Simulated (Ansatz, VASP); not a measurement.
BN: VASP beside Ansatz

```
B N
1.0
     0.00000    1.74583    1.74583
     1.72226    0.00000    1.74583
     1.72226    1.74583    0.00000
B N
1 1
Direct
  0.00000 0.00000 0.00000
  0.50000 0.50000 0.50000
```

Change from the starting cell: uniaxial_x strain -1.4%.

Alike in both runs: task single point; functional PBE; k mesh 12 × 12 × 12; occupations fermi-dirac, width 0.02 eV; no spin polarisation.

|  | VASP | Ansatz |
| --- | --- | --- |
| version | VASP 6.6.1 | Ansatz 0.2.0 |
| potentials or method | VASP PAW PBE potentials, release 64 (B, N) | plane waves, PAW |
| plane-wave cutoff (eV) | 520 | 420 |
| valence electrons in the cell | 8 | 8 |

```tsv
	VASP	Ansatz	Ansatz less VASP
gap on the k mesh at the Fermi level (eV)	1.08	1.09	+0.006
pressure (GPa)	9.5	9.5	+0.02
largest component of the traceless stress (GPa)	2.42	2.38	-0.037
```

A k mesh can miss the band edges.
